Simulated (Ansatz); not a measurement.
**C8H6: taking an electron away**

An exercise on one series of results from a longer session: the logs are not shown, and one member is left open.

The runs use Ansatz 0.2.0, Gaussian basis; unrestricted cation, the program's frozen cores in correlated methods.

Plan: UKS PBE-D4/def2-TZVPP; UKS r2SCAN-D4/def2-TZVPP; UKS PBE0-D4/def2-TZVPP; UKS B3LYP-D4/def2-TZVPP; UKS wB97X-V/def2-TZVPP; UKS wB97M-V/def2-TZVPP; UKS B2PLYP/def2-TZVPP; UHF-CCSD(T)/def2-TZVPP; UHF-MP2/def2-QZVPP; extrapolation to the limit; then −ε(HOMO) from the neutral's earlier runs with LDA (SPW92), PBE-D4, revPBE-D4, BLYP-D4, r2SCAN-D4, B97M-V, PBE0-D4, B3LYP-D4, r2SCANh-D4, r2SCAN0-D4, HSE06-D4, BHLYP-D4, CAM-B3LYP-D4, LC-ωPBE, ωB97X-V, ωB97M-V.

## The relaxed structure

All runs share one geometry, relaxed beforehand with PBE0-D4 in a triple-zeta def2 set.

SMILES `C#Cc1ccccc1`, 14 atoms, charge 0, spin multiplicity 1.

Atoms are counted from 1 here; the program's logs count them from 0.

Bond lengths: C1–C2 1.203 Å, C1–H9 1.064 Å, C2–C3 1.423 Å, C3–C4 1.397 Å, C3–C8 1.397 Å, C4–C5 1.384 Å, C4–H10 1.083 Å, C5–C6 1.388 Å, C5–H11 1.084 Å, C6–C7 1.388 Å, C6–H12 1.084 Å, C7–C8 1.384 Å, C7–H13 1.084 Å, C8–H14 1.083 Å. Angles: C2–C1–H9 180.0°, C1–C2–C3 180.0°, C2–C3–C4 120.4°, C2–C3–C8 120.4°, C4–C3–C8 119.2°, C3–C4–C5 120.2°, C3–C4–H10 119.2°, C5–C4–H10 120.6°, C4–C5–C6 120.3°, C4–C5–H11 119.7°, C6–C5–H11 120.1°, C5–C6–C7 119.8°, C5–C6–H12 120.1°, C7–C6–H12 120.1°, C6–C7–C8 120.3°, C6–C7–H13 120.1°, C8–C7–H13 119.7°, C3–C8–C7 120.2° and more.

Coordinates:

```
C     1.3166   -0.5256    3.0330
C     0.8432   -0.3373    1.9437
C     0.2829   -0.1148    0.6549
C     0.5659    1.0604   -0.0458
C     0.0191    1.2730   -1.2988
C    -0.8142    0.3210   -1.8689
C    -1.0996   -0.8487   -1.1788
C    -0.5568   -1.0689    0.0746
H     1.7352   -0.6917    3.9971
H     1.2170    1.7996    0.4046
H     0.2447    2.1880   -1.8342
H    -1.2410    0.4905   -2.8506
H    -1.7499   -1.5950   -1.6203
H    -0.7758   -1.9797    0.6184
```

Set-up of the first run:

Input file in.yaml:

```yaml
crystal:
  periodic: [false, false, false]
  atoms:
    - {symbol: C, position_ang: [1.316561, -0.525577, 3.033000]}
    - {symbol: C, position_ang: [0.843168, -0.337320, 1.943741]}
    - {symbol: C, position_ang: [0.282909, -0.114787, 0.654874]}
    - {symbol: C, position_ang: [0.565907, 1.060448, -0.045801]}
    - {symbol: C, position_ang: [0.019065, 1.273020, -1.298834]}
    - {symbol: C, position_ang: [-0.814200, 0.320961, -1.868903]}
    - {symbol: C, position_ang: [-1.099641, -0.848686, -1.178848]}
    - {symbol: C, position_ang: [-0.556837, -1.068906, 0.074619]}
    - {symbol: H, position_ang: [1.735219, -0.691704, 3.997093]}
    - {symbol: H, position_ang: [1.216995, 1.799647, 0.404627]}
    - {symbol: H, position_ang: [0.244716, 2.187995, -1.834218]}
    - {symbol: H, position_ang: [-1.240963, 0.490462, -2.850630]}
    - {symbol: H, position_ang: [-1.749939, -1.595002, -1.620279]}
    - {symbol: H, position_ang: [-0.775758, -1.979748, 0.618361]}
basis:
  gaussian: {orbitals: def2-TZVPP}
total_charge: 1
magnetization: {spin_polarized: true, initial_magnetization: 1}
hamiltonian: {xc: pbe, dispersion: d4}
```

Launch:

```bash
ansatz run in.yaml --threads 2 --pin off --events-out ev --progress --plain --max-ram 32768MiB --backend cuda --devices 0, --max-vram 18GiB
```

Steps of the session up to this table: Cation, UKS PBE-D4/def2-TZVPP; Cation, UKS r2SCAN-D4/def2-TZVPP; Cation, UKS PBE0-D4/def2-TZVPP; Cation, UKS B3LYP-D4/def2-TZVPP; Cation, UKS wB97X-V/def2-TZVPP; Cation, UKS wB97M-V/def2-TZVPP; Cation, UKS B2PLYP (frozen core)/def2-TZVPP; Cation, UHF-CCSD(T)/def2-TZVPP; Cation, UHF-MP2/def2-QZVPP.

One of the session's tables, all rows but one given; the rest of the session is left out.

For comparison, −ε(HOMO) of the neutral from earlier runs:

```
  functional  −ε(HOMO) (eV)
 LDA (SPW92)           6.15
      PBE-D4           5.94
   revPBE-D4           5.86
     BLYP-D4           5.74
   r2SCAN-D4           6.09
      B97M-V           6.04
     PBE0-D4           6.89
    B3LYP-D4           6.67
  r2SCANh-D4           6.45
  r2SCAN0-D4           7.00
    HSE06-D4              ?
    BHLYP-D4           7.65
CAM-B3LYP-D4           8.05
     LC-ωPBE           9.34
     ωB97X-V           8.97
     ωB97M-V           8.89
```

Q: Estimate the row for HSE06-D4 from the others.

The run gave: −ε(HOMO) (eV): 6.50. In the column «−ε(HOMO) (eV)» it lies between r2SCANh-D4 (6.45) and B3LYP-D4 (6.67).
